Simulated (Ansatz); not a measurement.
# Structure search for GaSb₄

Method: DFT PBE, scalar-relativistic, plane waves, PAW in Ansatz. All cells share a 420 eV cutoff and Γ-centred k meshes spaced at most about 0.3 Å⁻¹ (about 0.25 or finer for metals, 2π included). No spin polarisation.

Formation energies are uncorrected and refer to the elements' standard structures at the same level.

These are static total energies at zero pressure. Larger cells and other orderings weren't all tried, so the list isn't exhaustive. Spin–orbit coupling, which can matter for Sb, is left out.

Invented guesses were relaxed alike, and ends that match in structure were merged. ΔE counts from the first row. Coordination counts Sb atoms around Ga (those within 1.25 times the shortest such distance or 1.15 times the sum of covalent radii, 1.27 where that leaves under three; a plus sign parts nearer from farther groups; the shortest distance is added where it exceeds 1.18 times the sum of covalent radii). The ends were matched against large subsets of the Crystallography Open Database and the Materials Project, so a missing match doesn't prove that a structure is unreported.

```tsv
#	reached from	type and space group	atoms	Å³/atom	coordination	ΔE (meV/atom)	gap on mesh (eV)	in databases
1	random cell	P4/mmm (No. 123)	5	30.0	Ga 8 from 3.1 Å	0	0.00	no match
2	SnF4 type (I4/mmm)	I4/mmm (No. 139)	5	28.0	Ga 6	53	0.00	no match
3	VAu4 type (I4/m)	I4/m (No. 87)	5	26.1	Ga 8+4 from 3.2 Å	77	0.00	no match
4	CrGa4 type (Im-3m)	Im-3m (No. 229)	5	29.8	Ga 8	111	0.00	no match
5	SnI4 type (P-43m)	P-43m (No. 215)	5	30.4	Ga 4	295	0.00	no match
```

The lowest: Space group P4/mmm (No. 123), tetragonal, a = 4.535 Å, c = 7.281 Å. Ga has 8 Sb at 3.14 Å; Sb has 1 Sb at 2.95 Å, 2 Ga at 3.14 Å and 4 Sb at 3.21 Å. Its energy over the elements is +0.12 eV/atom. The separate elements lie lower, so it is unstable against them. An observed structure of this formula, if there is one, may be missing.

```xyz
5
Lattice="4.5354 0.0000 0.0000 0.0000 4.5354 0.0000 0.0000 0.0000 7.2815" Properties=species:S:1:pos:R:3 pbc="T T T"
Ga    2.2677    2.2677    0.0000
Sb    0.0000    2.2677    5.1146
Sb    2.2677    0.0000    5.1146
Sb    0.0000    2.2677    2.1669
Sb    2.2677    0.0000    2.1669
```

The second: Space group I4/mmm (No. 139), tetragonal, a = 5.568 Å, c = 9.041 Å. Ga is surrounded by 4 Sb at 2.78 Å and 2 Sb at 2.98 Å; Sb on a site of symmetry 4mm has 1 Ga at 2.98 Å and 5 Sb at 3.09–3.18 Å; Sb on a site of symmetry mmm has 2 Ga at 2.78 Å and 4 Sb at 3.18 Å. Counting Sb atoms around Ga, the first has Ga 8 from 3.1 Å and the second has Ga 6. The first holds Sb–Sb pairs (shortest 2.95 Å); in the second the shortest Sb–Sb distance is 3.09 Å, near bonding range too. Cells relaxed within their symmetry can be saddle points. Some structure types and database cells were kept out of the candidates from the start, so a known form may be missing.
